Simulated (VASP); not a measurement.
Write the native input for VASP 6.6.1 that does the following.

```
Task                   : single point
Functional             : PBE
Potentials or basis    : VASP PAW PBE potentials, release 64 (Be, Te)
Cutoff                 : 520 eV
k mesh                 : 11 × 11 × 11
Occupations            : fermi-dirac, width 0.05 eV
Spin                   : non-collinear spin, zero start, spin-orbit coupling
Starting moments       : [[0.0, 0.0, 0.0], [0.0, 0.0, 0.0]] μB
Dipole correction      : no
Further INCAR settings : ALGO = Normal; EDIFF = 1e-07; NBANDS = 20
```

The structure of BeTe lies in POSCAR:

```
BeTe
1.0
    0.0000000000      2.7700000000      2.7700000000
    2.7700000000      0.0000000000      2.7700000000
    2.7700000000      2.7700000000      0.0000000000
Be Te
1 1
Direct
    0.0000000000      0.0000000000      0.0000000000
    0.7500000000      0.7500000000      0.7500000000
```

These files were run (other wordings do the same):

INCAR

```
ALGO     = Normal         # electronic algorithm
EDIFF    = 1E-7           # SCF threshold, eV
ENCUT    = 520            # plane-wave cutoff, eV
GGA      = PE             # functional
GGA_COMPAT= False        
ISIF     = 2              # what is computed and relaxed
ISMEAR   = -1             # smearing method
LASPH    = True           # aspherical terms in the spheres
LCHARG   = True           # write CHGCAR
LORBIT   = 11             # projections on sites
LORBMOM  = True         
LREAL    = False          # projectors in reciprocal space
LSORBIT  = True           # spin-orbit coupling
LVHAR    = True         
LWAVE    = False          # write WAVECAR
MAGMOM   = 0 0 0 0 0 0    # initial moments
NBANDS   = 20             # bands
NELM     = 150            # most SCF steps
PREC     = Accurate       # precision mode
SIGMA    = 0.05           # smearing width, eV
```

KPOINTS

```
k-points
0
Gamma
  11 11 11
```

Potentials or basis: VASP PAW PBE potentials, release 64 (Be, Te).

Run with:

```sh
$ cat potpaw_PBE.64/Be/POTCAR potpaw_PBE.64/Te/POTCAR > POTCAR
$ mpirun -np 1 vasp_ncl > vasp.out
```

It gave:

The pressure is 4.5 GPa and the net moment is 0.00 μB per cell. The valence electrons inside the program's atomic spheres are Be 1.00; Te 3.54.

Run time: 4.7 min on 1 thread of AMD EPYC 7R43 64-Core Processor (Zen 3), on a shared host, peak memory 0.31 GiB.
